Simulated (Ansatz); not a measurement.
# Te: computed DOS

```yaml
crystal:
  lattice:
    - [-1.92620, 1.92620, 1.92620]
    - [1.92620, -1.92620, 1.92620]
    - [1.92620, 1.92620, -1.92620]
  atoms:
    - { symbol: Te, position: [0.00000, 0.00000, 0.00000] }
```

The structure comes from a relaxation in the same program, started in the bcc type, and has space group Im-3m. Whether it is a known phase or the ground state wasn't checked.

No spin–orbit coupling, which matters for the heavy atoms here.

These are results of Ansatz 0.2.0, DFT, PBE, all-electron LAPW, scalar-relativistic, not measurements.

Settings: a Γ-centred 14×14×14 k mesh, Fermi–Dirac smearing of 0.05 eV, basis error target 0.25 meV/atom, no spin polarisation.

States per eV and cell, averaged over 0.4 eV, from -9.8 to 2.4 eV, with energies (bin centres) from the Fermi level; empty bins are left out. 

| E (eV) | total |
| --- | --- |
| -9.7 | 0.22 |
| -9.3 | 0.12 |
| -8.9 | 0.06 |
| -5.7 | 0.12 |
| -5.3 | 0.42 |
| -4.9 | 0.69 |
| -4.5 | 1.03 |
| -4.1 | 0.67 |
| -3.7 | 0.55 |
| -3.3 | 0.61 |
| -2.9 | 0.64 |
| -2.5 | 0.72 |
| -2.1 | 0.73 |
| -1.7 | 0.72 |
| -1.3 | 0.76 |
| -0.9 | 0.76 |
| -0.5 | 0.79 |
| -0.1 | 0.84 |
| 0.3 | 0.74 |
| 0.7 | 0.77 |
| 1.1 | 0.99 |
| 1.5 | 1.22 |
| 1.9 | 0.68 |
| 2.3 | 0.37 |
